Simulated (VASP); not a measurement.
# CoO (Fm-3m) in VASP: single point with PBEsol

Aim: the single point of CoO with PBEsol.

Program: VASP 6.6.1. These are calculated values, not measurements. Logs are shortened: lines on timing, memory, paths and dates and some standing lists are left out, and cuts for length are marked.

### 1 The structure

Symmetry: Fm-3m, No. 225, cubic system. The conventional cell has a = 4.263 Å, b = 4.263 Å, c = 4.263 Å, α = 90.00°, β = 90.00°, γ = 90.00°. Co (site symmetry m-3m) has 6 O at 2.13 Å as nearest neighbours. Around O (site symmetry m-3m) lie 6 Co at 2.13 Å.

### 2 Single point, PBEsol

INCAR

```
SYSTEM = CoO
PREC     = Accurate       ! precision mode
ENCUT    = 450            ! plane-wave cutoff, eV
EDIFF    = 1E-6           ! SCF threshold, eV
ISMEAR   = 0              ! smearing method
SIGMA    = 0.05           ! smearing width, eV
LREAL    = .FALSE.        ! projectors in reciprocal space
LASPH    = .TRUE.         ! aspherical terms in the spheres
NELM     = 150            ! most SCF steps
ALGO     = Normal         ! electronic algorithm
ISIF     = 2              ! what is computed and relaxed
LWAVE    = .FALSE.        ! write WAVECAR
LCHARG   = .FALSE.        ! write CHGCAR
GGA      = PS             ! functional
NBANDS   = 23             ! bands
LORBIT   = 11             ! projections on sites
```

KPOINTS

```
regular mesh
0
G
  9 9 7
  0 0 0
```

POSCAR

```
CoO
1.0
    0.0000000000      2.1315016600      2.1315016600
    4.2630033200      2.1315016600      2.1315016600
    4.2630033200      4.2630033200      0.0000000000
Co O
2 2
Direct
    0.0000000000      0.0000000000      0.0000000000
    0.0000000000      0.0000000000      0.5000000000
    0.5000000000      0.5000000000      0.0000000000
    0.5000000000      0.5000000000      0.5000000000
```

Potentials or basis: VASP PAW PBE potentials, release 64 (Co, O).

Launch:

```sh
$ cat potpaw_PBE.64/Co/POTCAR potpaw_PBE.64/O/POTCAR > POTCAR
$ mpirun -np 1 vasp_std > vasp.out
```

OUTCAR:

```text
SYSTEM = CoO
   PREC = Accurate
   ENCUT = 450
   EDIFF = 1E-6
   ISMEAR = 0
   LREAL = .FALSE.
   LASPH = .TRUE.
   NELM = 150
   ISIF = 2
   GGA = PS
   LORBIT = 11

 ion  position               nearest neighbor table
   1  0.000  0.000  0.000-   4 2.13   3 2.13   4 2.13   3 2.13   4 2.13   4 2.13   2 3.01   2 3.01
                             2 3.01   2 3.01   2 3.01   2 3.01   2 3.01   2 3.01
   2  0.000  0.000  0.500-   3 2.13   3 2.13   4 2.13   4 2.13   3 2.13   3 2.13   1 3.01   1 3.01
                             1 3.01   1 3.01   1 3.01   1 3.01   1 3.01   1 3.01
   3  0.500  0.500  0.000-   2 2.13   1 2.13   2 2.13   1 2.13   2 2.13   2 2.13
   4  0.500  0.500  0.500-   1 2.13   1 2.13   2 2.13   2 2.13   1 2.13   1 2.13

  LATTYP: Found a simple tetragonal cell.
 ALAT       =     3.0143985558
 C/A-ratio  =     1.4142135624

  Lattice vectors:

 A1 = (   0.0000000000,  -2.1315016600,   2.1315016600)
 A2 = (   0.0000000000,  -2.1315016600,  -2.1315016600)
 A3 = (   4.2630033200,   0.0000000000,   0.0000000000)

Analysis of symmetry for initial positions (statically):
=====================================================================
 Subroutine PRICEL returns following result:

  LATTYP: Found a face centered cubic cell.
 ALAT       =     4.2630033200

  Lattice vectors:

 A1 = (  -2.1315016600,   2.1315016600,  -0.0000000000)
 A2 = (  -2.1315016600,   0.0000000000,   2.1315016600)
 A3 = (   0.0000000000,   2.1315016600,   2.1315016600)

   2 primitive cells build up your supercell.

 Routine SETGRP: Setting up the symmetry group for a
 simple tetragonal supercell.

 Subroutine GETGRP returns: Found 16 space group operations
 (whereof 16 operations were pure point group operations)
 out of a pool of 16 trial point group operations.

The static configuration has the point symmetry D_4h.

Analysis of symmetry for dynamics (positions and initial velocities):
=====================================================================
 Subroutine PRICEL returns following result:

  LATTYP: Found a face centered cubic cell.
 ALAT       =     4.2630033200

  Lattice vectors:

 A1 = (  -2.1315016600,   2.1315016600,  -0.0000000000)
 A2 = (  -2.1315016600,   0.0000000000,   2.1315016600)
 A3 = (   0.0000000000,   2.1315016600,   2.1315016600)

   2 primitive cells build up your supercell.

 Routine SETGRP: Setting up the symmetry group for a
 simple tetragonal supercell.

 Subroutine GETGRP returns: Found 16 space group operations
 (whereof 16 operations were pure point group operations)
 out of a pool of 16 trial point group operations.

The dynamic configuration has the point symmetry D_4h.

 Subroutine INISYM returns: Found 16 space group operations
 (whereof 16 operations are pure point group operations),
 and found     2 'primitive' translations

----------------------------------------------------------------------------------------

                                     Primitive cell

  volume of cell :      19.3681

  direct lattice vectors                    reciprocal lattice vectors
    -2.131501660  2.131501660 -0.000000000    -0.234576407  0.234576407 -0.234576407
    -2.131501660  0.000000000  2.131501660    -0.234576407 -0.234576407  0.234576407
     0.000000000  2.131501660  2.131501660     0.234576407  0.234576407  0.234576407

  length of vectors
     3.014398556  3.014398556  3.014398556     0.406298254  0.406298254  0.406298254

  position of ions in fractional coordinates (direct lattice)
     0.000000000  0.000000000  0.000000000
     0.500000000  0.500000000  0.500000000

  ion indices of the primitive-cell ions
   primitive index   ion index
                 1           1
                 2           3

----------------------------------------------------------------------------------------

 KPOINTS: regular mesh

Automatic generation of k-mesh.
 Grid dimensions read from file:
 generate k-points for:    9    9    7

 Generating k-lattice:

[... 20 lines left out ...]
|     Your reciprocal lattice and k-lattice belong to different lattice       |
|     classes:                                                                |
|                                                                             |
|        The reciprocal lattice is simple tetragonal,                         |
|        whereas your k-lattice is triclinic.                                 |
|                                                                             |
|     Results are often still useful ...                                      |
|                                                                             |
 -----------------------------------------------------------------------------

 WARNING: IBZKPT: internal override: KBLOWUP is changed to .FALSE.
      ... skipping the blow-up phase ...

 Subroutine IBZKPT returns following result:
 ===========================================

 Found    256 irreducible k-points:

 Following reciprocal coordinates:
            Coordinates               Weight
  0.000000  0.000000  0.000000      1.000000
  0.111111  0.000000  0.000000      4.000000
  0.222222  0.000000  0.000000      4.000000
  0.333333  0.000000  0.000000      4.000000
  0.444444  0.000000  0.000000      4.000000
  0.111111  0.111111  0.000000      2.000000
[... 16 lines left out ...]
 -0.333333  0.333333  0.000000      2.000000
  0.444444  0.444444  0.000000      2.000000
 [... further k-points ...]
   k-points           NKPTS =    256   k-points in BZ     NKDIM =    256   number of bands    NBANDS=     23
   number of dos      NEDOS =    301   number of ions     NIONS =      4
   total plane-waves  NPLWV =  36288
   dimension x,y,z NGX =    24 NGY =   36 NGZ =   42
   dimension x,y,z NGXF=    48 NGYF=   72 NGZF=   84
   ions per type =               2   2
   NGX,Y,Z   is equivalent  to a cutoff of  13.24, 11.46, 11.58 a.u.
   NGXF,Y,Z  is equivalent  to a cutoff of  26.47, 22.93, 23.16 a.u.
 SYSTEM =  CoO
   PREC   = accura    normal or accurate (medium, high low for compatibility)
   ISTART =      0    job   : 0-new  1-cont  2-samecut
   ICHARG =      2    charge: 1-file 2-atom 10-const
   ISPIN  =      1    spin polarized calculation?
   LNONCOLLINEAR =      F non collinear calculations
   LSORBIT =      F    spin-orbit coupling
   LASPH  =      T    aspherical Exc in radial PAW
   ENCUT  =  450.0 eV  33.07 Ry    5.75 a.u.   5.21  9.03 10.43*2*pi/ulx,y,z
   NELM   =    150;   NELMIN=  2; NELMDL= -5     # of ELM steps
   EDIFF  = 0.1E-05   stopping-criterion for ELM
   LREAL  =      F    real-space projection
   EDIFFG = 0.1E-04   stopping-criterion for IOM
   NSW    =      0    number of steps for IOM
   IBRION =     -1    ionic relax: 0-MD 1-quasi-New 2-CG
   NFREE  =      0    steps in history (QN), initial steepest desc. (CG)
   ISIF   =      2    stress and relaxation
   ISYM   =      2    0-nonsym 1-usesym 2-fastsym
   POTIM  = 0.5000    time-step for ionic-motion
   TEBEG  =    0.0;   TEEND  =   0.0 temperature during run
   PSTRESS=    0.0 pullay stress
   NELECT =      30.0000    total number of electrons
   NUPDOWN=      -1.0000    fix difference up-down
   EMIN   =  10.00;   EMAX   =-10.00  energy-range for DOS
   EFERMI =   0.00;   METHOD = LEGACY
   ISMEAR =     0;   SIGMA  =   0.05  broadening in eV -4-tet -1-fermi 0-gaus
   EFERMI_NEDOS =   21; number of points for ismear=-14 and -15
   IALGO  =     38    algorithm
   IMIX   =      4    mixing-type and parameters
     AMIX     =   0.40;   BMIX     =  1.00
     AMIX_MAG =   1.60;   BMIX_MAG =  1.00
  volume/ion in A,a.u.               =       9.68        65.35
  Fermi-wavevector in a.u.,A,eV,Ry     =   1.503406  2.841025 30.752286  2.260229
  Thomas-Fermi vector in A             =   2.614520
   LORBIT       =     11    0 simple, 1 ext, 2 COOP (PROOUT), +10 PAW based schemes
   GGA     = PS    functional components
   LHFCALC =     F    Hartree Fock is set to
   AEXX    =    0.0000 exact exchange contribution
   IVDW    =     0    specifies the selected vdW correction
   LEPSILON=     F    determine dielectric tensor
   LRPA    =     F    only Hartree local field effects (RPA)
 non-spin polarized calculation
 Gauss-broadening in eV      SIGMA  =   0.05
  energy-cutoff  :      450.00
  volume of cell :       38.74
 maximum number of plane-waves:       856
 NGX is ok and might be reduce to    24
   NGX = 11   NGY = 19   NGZ = 21

 number of electron      30.0000009 magnetization

 Free energy of the ion-electron system (eV)
  ---------------------------------------------------
  ext. energy  EPLUGINS =         0.00000000
  ---------------------------------------------------
  free energy    TOTEN  =       -26.92827896 eV

  energy without entropy =      -26.91880016  energy(sigma->0) =      -26.92353956

 E-fermi :   7.4869     XC(G=0): -12.6641

 val. band max:        7.4861292402   @ k =   0.4444  -0.3333   0.2857
 cond. band min:       7.4876668459   @ k =   0.4444  -0.4444   0.2857
 fundamental gap:      0.0015376057
 Fermi energy:         7.4869298936

 k-point     1 :       0.0000    0.0000    0.0000
  band No.  band energies     occupation
      1     -12.7196      2.00000
      2     -11.4916      2.00000
      3       0.6833      2.00000
      4       3.0471      2.00000
      5       3.0471      2.00000
      6       4.2013      2.00000
[... 613 lines left out ...]
     22      17.3859      0.00000
     23      19.4916      0.00000

 [... further k-points ...]

------------------------ aborting loop because EDIFF is reached ----------------------------------------

  FORCE on cell =-STRESS in cart. coord.  units (eV):
  Direction    XX          YY          ZZ          XY          YZ          ZX
  --------------------------------------------------------------------------------------
  -------------------------------------------------------------------------------------
  Total       -7.3206273     -7.3311369     -7.3311369      0.0000000      0.0000000     -0.0000000
  in kB     -302.7902328   -303.2249246   -303.2249246      0.0000000      0.0000000     -0.0000000
  external PRESSURE =    -303.0800273 kB  Pullay stress =       0.0000000 kB

 VOLUME and BASIS-vectors are now :
 -----------------------------------------------------------------------------
  energy-cutoff  :      450.00
  volume of cell :       38.74
      direct lattice vectors                 reciprocal lattice vectors
     0.000000000  2.131501660  2.131501660    -0.234576407  0.234576407  0.234576407
     4.263003320  2.131501660  2.131501660     0.234576407 -0.234576407  0.234576407
     4.263003320  4.263003320  0.000000000     0.000000000  0.234576407 -0.234576407

 POSITION                                       TOTAL-FORCE (eV/Angst)
 -----------------------------------------------------------------------------------
      0.00000      0.00000      0.00000         0.000000     -0.000000      0.000000
      2.13150      2.13150      0.00000         0.000000     -0.000000      0.000000
      2.13150      2.13150      2.13150        -0.000000      0.000000      0.000000
      4.26300      4.26300      2.13150         0.000000      0.000000     -0.000000
 -----------------------------------------------------------------------------------
    total drift:                                0.000000     -0.000000     -0.000000

  FREE ENERGIE OF THE ION-ELECTRON SYSTEM (eV)
  ---------------------------------------------------
  free  energy   TOTEN  =       -26.9282789591 eV

  energy  without entropy=      -26.9188001577  energy(sigma->0) =      -26.92353956

 total charge

# of ion       s       p       d       tot
------------------------------------------
    1        0.274   0.324   7.314   7.913
    2        0.274   0.324   7.314   7.913
    3        1.564   3.332   0.000   4.897
    4        1.564   3.332   0.000   4.897
--------------------------------------------------
tot          3.678   7.313  14.628  25.620
```

It took 2.9 min on 1 thread of AMD EPYC 9R45 (Zen 5), shared host; peak memory 0.27 GiB.

What came out:

| Property | Result |
| --- | --- |
| Free energy | -26.9283 eV |
| Band gap on the k mesh | none (metal or under the smearing width) |
| Valence electrons inside the program's atomic spheres | Co 7.91; O 4.90 |

Caveat: the cutoff is under 1.25 times the usual one of these potentials, so pressure, stress and relaxed cells hold a basis-set (Pulay) error; a pressure of tens of GPa on the cell as given is suspect, and the run, the potentials or the cell itself is likely at fault; the PAW data sets were made with another functional, which shifts forces and pressure a little; the run has no spin polarisation, though such a crystal can be magnetic; semilocal functionals often make such compounds metallic where correlation or magnetic order opens a gap, which also shifts bond lengths. Spin polarisation is off, so any magnetic state and its effect on volume and gap are missing.
